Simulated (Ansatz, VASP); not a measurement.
**One calculation of Al, two programs**

```xyz
2
Lattice="3.2343 0.0000 0.0000 -1.6172 2.8010 0.0000 0.0000 0.0000 4.8669" Properties=species:S:1:pos:R:3 pbc="T T T"
Al    1.6172    0.9337    3.6501
Al    0.0000    1.8673    1.2167
```

Change from the starting cell: strain +0.1500 x Voigt [1, 1, 0, 0, 0, 0], atoms carried along.

Alike in both runs: task single point; functional r2SCAN; k mesh 18 × 18 × 10; occupations gaussian, width 0.15 eV; no spin polarisation.

```csv
,VASP,Ansatz
version,VASP 6.6.1,Ansatz 0.2.0
potentials or method,"VASP PAW PBE potentials, release 64 (Al)","scalar-relativistic, plane waves, PAW"
plane-wave cutoff (eV),520,500
valence electrons in the cell,6,6
```

```tsv
	VASP	Ansatz	Ansatz less VASP
gap on the k mesh at the Fermi level (eV)	none	none	-
pressure (GPa)	-12.8	-12.7	+0.13
largest component of the traceless stress (GPa)	0.65	0.67	+0.021
```

A gap of «none» marks a metal or a gap that the smearing closes.

Caveats: the PAW data sets were made with another functional, which shifts forces and pressure a little (VASP).
